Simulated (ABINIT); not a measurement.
# GaAs (F-43m) in ABINIT: a series of runs

One crystal, GaAs, is run at these levels: revPBE, PW91, WC, TB-mBJ; tasks: band structure.

Program: ABINIT 10.8.3 (patched build). These are calculated values, not measurements. Logs are shortened: lines on timing, memory, paths and dates and some standing lists are left out, and cuts for length are marked. The log counts tension as positive stress, the text compression.

**The experiment to reproduce.**

“Evidence of valence band perturbations in GaAsN/GaAs(001): A combined variable-angle spectroscopic ellipsometry and modulated photoreflectance investigation”, 2008, arxiv:0805.2212 reports, for a bulk crystal of GaAs at 300 K: band gap 1.418 ± 0.005 eV (direct); band gap 1.412 ± 0.01 eV (direct).

The results are compared with them further down.

### Step 1. The structure

Symmetry: F-43m, No. 216, cubic system. Conventional cell: a = 5.654 Å, b = 5.654 Å, c = 5.654 Å, α = 90.00°, β = 90.00°, γ = 90.00°. As (site symmetry -43m) has 4 Ga at 2.45 Å as nearest neighbours. Ga (site symmetry -43m) has 4 As at 2.45 Å as nearest neighbours.

### Step 2. Band structure, revPBE

The input, run.abi:

```
# Datasets: ground state, then fixed potential
ndtset 2

# Pseudopotentials
pp_dirpath "./"
pseudos "As.GGA_PBE-JTH.xml, Ga.GGA_PBE-JTH.xml"

# Structure
acell 3.9977696088 3.9977696088 3.9977696088 Angstrom
rprim
     0.0000000000     0.7071067812     0.7071067812
     0.7071067812     0.0000000000     0.7071067812
     0.7071067812     0.7071067812     0.0000000000
ntypat 2
znucl 33 31
natom 2
typat 1 2
xcart
     8.0129584431     8.0129584431     8.0129584431
     0.0000000000     0.0000000000     0.0000000000

# Plane-wave basis
ecut 544.227725 eV
pawecutdg 40.0
pawxcdev 0

# Exchange and correlation
ixc 14

# Bands and occupations
occopt 3
tsmear 0.05 eV

# SCF cycle
nstep 100

# Output
iomode 3
prtwf 0
prteig 0
prtebands 0
enunit 1
prtden1 1
prtvha1 1
prtvclmb1 1
prtpot1 1

# Dataset 1
kptopt1 1
ngkpt1 8 8 8
nshiftk1 1
shiftk1 0.0 0.0 0.0
nband1 18
tolvrs1 1.0e-9

# Dataset 2: bands along G-X-W-K-G-L-U-W-L-K
iscf2 -2
getden2 1
nband2 24
nbdbuf2 4
tolwfr2 1.0e-11
kptopt2 -9
ndivsm2 8
prteig2 1
prtvol2 -3
kptbounds2
     0.0000000000     0.0000000000     0.0000000000
     0.5000000000     0.0000000000     0.5000000000
     0.5000000000     0.2500000000     0.7500000000
     0.3750000000     0.3750000000     0.7500000000
     0.0000000000     0.0000000000     0.0000000000
     0.5000000000     0.5000000000     0.5000000000
     0.6250000000     0.2500000000     0.6250000000
     0.5000000000     0.2500000000     0.7500000000
     0.5000000000     0.5000000000     0.5000000000
     0.3750000000     0.3750000000     0.7500000000
```

Potentials or basis: JTH PAW PBE v2.0.

Started as:

```bash
$ abinit run.abi > log 2>&1
```

run.abo:

```text
.Version 10.8.3 of ABINIT
 DATASET    1 : space group F-4 3 m (#216); Bravais cF (face-center cubic)
================================================================================
 Values of the parameters that define the memory need for DATASET  1.
     intxc =       0    ionmov =       0      iscf =      17    lmnmax =      18
     lnmax =       6     mgfft =      32  mpssoang =       3    mqgrid =    3001
     natom =       2  nloc_mem =       2    nspden =       1   nspinor =       1
    nsppol =       1      nsym =      24    n1xccc =       1    ntypat =       2
    occopt =       3   xclevel =       2
       mpw =        1316          nfft =       32768          nkpt =          29
 PAW method is used; the additional fine FFT grid is defined by:
   mgfftf=        45    nfftf =     91125
================================================================================
================================================================================

 DATASET    2 : space group F-4 3 m (#216); Bravais cF (face-center cubic)
================================================================================
 Values of the parameters that define the memory need for DATASET  2.
     intxc =       0    ionmov =       0      iscf =      -2    lmnmax =      18
     lnmax =       6     mgfft =      32  mpssoang =       3    mqgrid =    3001
     natom =       2  nloc_mem =       2    nspden =       1   nspinor =       1
    nsppol =       1      nsym =      24    n1xccc =       1    ntypat =       2
    occopt =       3   xclevel =       2
       mpw =        1324          nfft =       32768          nkpt =         139
 PAW method is used; the additional fine FFT grid is defined by:
   mgfftf=        45    nfftf =     91125
================================================================================
================================================================================

--------------------------------------------------------------------------------
------------- Echo of variables that govern the present computation ------------
--------------------------------------------------------------------------------
 -outvars: echo values of preprocessed input variables --------
            acell      7.5546896751E+00  7.5546896751E+00  7.5546896751E+00 Bohr
              amu      7.49215900E+01  6.97230000E+01
             ecut      2.00000000E+01 Hartree
           enunit           1
           getden1          0
           getden2          1
[... 1436 lines left out ...]

 Integrated electronic density in atomic spheres:
 ------------------------------------------------
 Atom  Sphere_radius  Integrated_density
    1        2.10392         12.70640358
    2        2.10359         11.08411353

================================================================================

 ----iterations are completed or convergence reached----

 Mean square residual over all n,k,spin=   53.135E-13; max=  99.910E-13
 reduced coordinates (array xred) for    2 atoms
       0.749999999476      0.749999999476      0.749999999476
      -0.000000000524     -0.000000000524     -0.000000000524

 cartesian coordinates (angstrom) at end:
    1      4.24027499712465     4.24027499712465     4.24027499712465
    2     -0.00000000296197    -0.00000000296197    -0.00000000296197
 length scales=  7.554689675109  7.554689675109  7.554689675109 bohr
              =  3.997769608800  3.997769608800  3.997769608800 angstroms
 Eigenvalues (   eV  ) for nkpt= 139  k points:
 kpt#   1, nband= 24, wtk=  1.00000, kpt=  0.0000  0.0000  0.0000 (reduced coord)
 -30.66045  -30.66045  -30.66045  -30.65254  -30.65254  -10.30453  -10.30453  -10.30453
 -10.22796  -10.22796   -8.21747    4.48277    4.48277    4.48277    5.08104    8.24003
   8.24003    8.24003   12.22678   14.63146   14.63146   16.10971   16.10971   16.10971
 kpt#   2, nband= 24, wtk=  1.00000, kpt=  0.0217  0.0000  0.0217 (reduced coord)
 -30.66046  -30.66044  -30.66044  -30.65254  -30.65253  -10.30525  -10.30431  -10.30431
 -10.22804  -10.22791   -8.21000    4.28778    4.45740    4.45740    5.27472    8.21314
   8.27469    8.27469   12.27124   14.48213   14.63917   16.12584   16.12584   16.23033
 kpt#   3, nband= 24, wtk=  1.00000, kpt=  0.0435  0.0000  0.0435 (reduced coord)
 -30.66047  -30.66042  -30.66042  -30.65255  -30.65252  -10.30738  -10.30366  -10.30366
 -10.22829  -10.22774   -8.18763    3.94098    4.38423    4.38423    5.61670    8.13655
   8.37572    8.37572   12.40035   14.13797   14.66229   16.17425   16.17425   16.49004
 kpt#   4, nband= 24, wtk=  1.00000, kpt=  0.0652  0.0000  0.0652 (reduced coord)
 -30.66049  -30.66038  -30.66038  -30.65256  -30.65250  -10.31082  -10.30258  -10.30258
 -10.22871  -10.22747   -8.15050    3.56768    4.27084    4.27084    5.97868    8.02086
   8.53544    8.53544   12.60204   13.72682   14.70083   16.25500   16.25500   16.77067
 kpt#   5, nband= 24, wtk=  1.00000, kpt=  0.0870  0.0000  0.0870 (reduced coord)
[... 525 lines left out ...]
 -10.23728  -10.22358   -5.90235   -1.99630    0.69798    2.45624    6.72146    9.98521
  11.50463   11.71827   13.35546   14.86454   18.11325   19.20457   20.67237   21.74692
 kpt# 137, nband= 24, wtk=  1.00000, kpt=  0.3929  0.3929  0.7143 (reduced coord)
 -30.66056  -30.65924  -30.65899  -30.65267  -30.65197  -10.40153  -10.27193  -10.26466
 -10.23878  -10.22312   -5.83867   -2.03321    0.62966    2.37114    6.64161    9.77192
  11.83036   12.04721   13.21910   14.86053   18.61321   19.43311   20.89176   21.43640
 kpt# 138, nband= 24, wtk=  1.00000, kpt=  0.3839  0.3839  0.7321 (reduced coord)
 -30.66064  -30.65917  -30.65894  -30.65272  -30.65193  -10.40334  -10.27049  -10.26314
 -10.24017  -10.22254   -5.78843   -2.07491    0.61557    2.29626    6.56972    9.47969
  12.21888   12.33814   13.13599   14.92671   18.86194   19.81617   21.00089   21.16153
 kpt# 139, nband= 24, wtk=  1.00000, kpt=  0.3750  0.3750  0.7500 (reduced coord)
 -30.66071  -30.65911  -30.65890  -30.65275  -30.65189  -10.40483  -10.26920  -10.26199
 -10.24142  -10.22188   -5.75743   -2.11000    0.64987    2.23283    6.50927    9.16627
  12.49394   12.57001   13.22184   15.08122   18.85477   20.17583   20.89887   21.07561

== END DATASET(S) ==============================================================
================================================================================

 -outvars: echo values of variables after computation  --------
            acell      7.5546896751E+00  7.5546896751E+00  7.5546896751E+00 Bohr
           etotal1    -1.9286032355E+02
            fcart1    -0.0000000000E+00 -0.0000000000E+00 -0.0000000000E+00
                      -0.0000000000E+00 -0.0000000000E+00 -0.0000000000E+00
            rprim      0.0000000000E+00  7.0710678120E-01  7.0710678120E-01
                       7.0710678120E-01  0.0000000000E+00  7.0710678120E-01
                       7.0710678120E-01  7.0710678120E-01  0.0000000000E+00
           strten1    -1.6249293882E-04 -1.6249293882E-04 -1.6249293882E-04
                       0.0000000000E+00  0.0000000000E+00  0.0000000000E+00
           xangst      4.2402749971E+00  4.2402749971E+00  4.2402749971E+00
                      -2.9619748803E-09 -2.9619748803E-09 -2.9619748803E-09
             xred      7.4999999948E-01  7.4999999948E-01  7.4999999948E-01
                      -5.2390025651E-10 -5.2390025651E-10 -5.2390025651E-10
 Calculation completed.
```

It took 85 s on 1 thread of Arm Neoverse V2, shared host; peak memory 0.16 GiB.

Results:

```
Free energy                                           : -5247.9968 eV
Pressure                                              : 4.8 GPa
Band gap on the k mesh                                : 0.60 eV, direct
Band gap along the path                               : 0.60 eV, direct
Valence electrons inside the program's atomic spheres : As 12.71; Ga 11.08
```

Levels at the corners of the path, in eV from the valence-band top:
```tsv
point	band 11	band 12	band 13	band 14	band 15	band 16	band 17	band 18
Γ	-12.70	0.00	0.00	0.00	0.60	3.76	3.76	3.76
X	-10.20	-6.78	-2.67	-2.67	1.54	1.72	10.21	10.21
W	-10.15	-6.59	-3.51	-3.32	4.65	4.78	5.46	6.11
K	-10.24	-6.59	-3.83	-2.25	2.03	4.68	8.01	8.09
Γ	-12.70	0.00	0.00	0.00	0.60	3.76	3.76	3.76
L	-10.94	-6.60	-1.14	-1.14	1.07	4.67	4.67	7.87
U	-10.24	-6.59	-3.83	-2.25	2.03	4.68	8.01	8.09
W	-10.15	-6.59	-3.51	-3.32	4.65	4.78	5.46	6.11
L	-10.94	-6.60	-1.14	-1.14	1.07	4.67	4.67	7.87
K	-10.24	-6.59	-3.83	-2.25	2.03	4.68	8.01	8.09
```

Caveat: the PAW data sets were made with another functional, which shifts forces and pressure a little.

### Step 3. Band structure, PW91

run.abi: that of step 2 with these lines changed.

```diff
@@ -27,3 +27,3 @@
 # Exchange and correlation
-ixc 14
+ixc -109134
```

Potentials or basis: JTH PAW PBE v2.0.

Started as:

```bash
$ abinit run.abi > log 2>&1
```

It took 87 s on 1 thread of Arm Neoverse V2, shared host; peak memory 0.16 GiB.

It converged, with:

```
Free energy                                           : -5256.4168 eV
Pressure                                              : 3.1 GPa
Band gap on the k mesh                                : 0.45 eV, direct
Band gap along the path                               : 0.45 eV, direct
Valence electrons inside the program's atomic spheres : As 12.71; Ga 11.10
```

Levels at the corners of the path, in eV from the valence-band top:
| point | band 11 | band 12 | band 13 | band 14 | band 15 | band 16 | band 17 | band 18 |
| --- | --- | --- | --- | --- | --- | --- | --- | --- |
| Γ | -12.74 | 0.00 | 0.00 | 0.00 | 0.45 | 3.74 | 3.74 | 3.74 |
| X | -10.25 | -6.82 | -2.67 | -2.67 | 1.47 | 1.66 | 10.15 | 10.15 |
| W | -10.19 | -6.63 | -3.52 | -3.33 | 4.60 | 4.72 | 5.40 | 6.05 |
| K | -10.29 | -6.63 | -3.85 | -2.25 | 1.96 | 4.63 | 7.94 | 8.06 |
| Γ | -12.74 | 0.00 | 0.00 | 0.00 | 0.45 | 3.74 | 3.74 | 3.74 |
| L | -10.98 | -6.63 | -1.14 | -1.14 | 0.97 | 4.65 | 4.65 | 7.75 |
| U | -10.29 | -6.63 | -3.85 | -2.25 | 1.96 | 4.63 | 7.94 | 8.06 |
| W | -10.19 | -6.63 | -3.52 | -3.33 | 4.60 | 4.72 | 5.40 | 6.05 |
| L | -10.98 | -6.63 | -1.14 | -1.14 | 0.97 | 4.65 | 4.65 | 7.75 |
| K | -10.29 | -6.63 | -3.85 | -2.25 | 1.96 | 4.63 | 7.94 | 8.06 |

Caveat: the PAW data sets were made with another functional, which shifts forces and pressure a little.

### Step 4. Band structure, WC

run.abi: that of step 3 with these lines changed.

```diff
@@ -27,3 +27,3 @@
 # Exchange and correlation
-ixc -109134
+ixc 23
```

Started as:

```bash
$ abinit run.abi > log 2>&1
```

It took 83 s on 1 thread of Arm Neoverse V2, shared host; peak memory 0.17 GiB.

The run converged. Its results:

| Property | Result |
| --- | --- |
| Free energy | -5253.7577 eV |
| Pressure | 0.3 GPa |
| Band gap on the k mesh | 0.39 eV, direct |
| Band gap along the path | 0.39 eV, direct |
| Valence electrons inside the program's atomic spheres | As 12.70; Ga 11.09 |

Levels at the corners of the path, in eV from the valence-band top:
```csv
point,band 10,band 11,band 12,band 13,band 14,band 15,band 16,band 17,band 18,band 19
Γ,-14.72,-12.77,0.00,0.00,0.00,0.39,3.70,3.70,3.70,7.35
X,-14.71,-10.26,-6.85,-2.69,-2.69,1.34,1.57,10.11,10.11,10.83
W,-14.72,-10.20,-6.66,-3.57,-3.38,4.58,4.62,5.33,5.95,10.97
K,-14.72,-10.30,-6.66,-3.90,-2.27,1.86,4.56,7.86,8.02,8.55
Γ,-14.72,-12.77,0.00,0.00,0.00,0.39,3.70,3.70,3.70,7.35
L,-14.72,-11.00,-6.68,-1.14,-1.14,0.90,4.59,4.59,7.56,10.23
U,-14.72,-10.30,-6.66,-3.90,-2.27,1.86,4.56,7.86,8.02,8.55
W,-14.72,-10.20,-6.66,-3.57,-3.38,4.58,4.62,5.33,5.95,10.97
L,-14.72,-11.00,-6.68,-1.14,-1.14,0.90,4.59,4.59,7.56,10.23
K,-14.72,-10.30,-6.66,-3.90,-2.27,1.86,4.56,7.86,8.02,8.55
```

Caveat: the PAW data sets were made with another functional, which shifts forces and pressure a little.

(Part 1 of 2 ends here.)
